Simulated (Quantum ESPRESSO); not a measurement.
Runs of Quantum ESPRESSO 7.5 on Ge. The structure is cubic, space group Fd-3m (No. 227). Conventional cell: a = 5.658 Å, b = 5.658 Å, c = 5.658 Å, α = 90.00°, β = 90.00°, γ = 90.00°. Ge (site symmetry -43m) has 4 Ge at 2.45 Å as nearest neighbours. 

| task | level | potentials or basis | cell | k mesh | cutoff (eV) | SCF threshold | symmetry | form of the LDA correlation | gap on the mesh (eV) | pressure (GPa) | V0 of scaled cells (Å³/atom) | B0 (GPa) |
| --- | --- | --- | --- | --- | --- | --- | --- | --- | --- | --- | --- | --- |
| single point | PBEsol | GBRV 1.5 PBEsol | as given | 8 × 8 × 8 | 612 | 4e-10 Ry | - | - | none | 0.4 | - | - |
| equation of state | PBEsol | GBRV 1.5 PBEsol | as given | 8 × 8 × 8 | 612 | 4e-10 Ry | - | - | - | - | (b) | 66 |
| equation of state | r2SCAN | SG15 PBE 1.2 | as given | 6 × 6 × 6 | 952 | 1e-08 Ry | off | - | - | - | 22.21 | (a) |
| band structure | r2SCAN | SG15 PBE 1.2 | as given | 6 × 6 × 6 | 952 | 1e-08 Ry | off | - | none | -1.3 | - | - |
| band structure | LDA | GBRV 1.5 LDA | as given | 8 × 8 × 8 | 612 | 4e-10 Ry | - | PZ81 | none | -1.5 | - | - |
| single point | PBEsol | GBRV 1.5 PBEsol | atoms moved at random, drawn with an rms of 0.05 Å | 8 × 8 × 8 | 612 | 4e-10 Ry | - | - | none | 0.5 | - | - |
| equation of state | LDA | GBRV 1.5 LDA | as given | 8 × 8 × 8 | 612 | 4e-10 Ry | - | PZ81 | - | - | 22.21 | 71 |

Alike in all rows: no spin polarisation; smearing fermi-dirac 0.05 eV.

Task: Estimate the missing entries.

Result: (a) 72; (b) 22.83.

Caveats: this crystal is a semiconductor, whose small gap the functional closes, so the metal is an error of the method (some runs); the potentials were made for another functional, which shifts forces and pressure (some runs).

A k mesh can miss the band edges, and the runs leave out spin-orbit coupling on Ge.

A gap of «none» marks a metal or a gap under the smearing width.
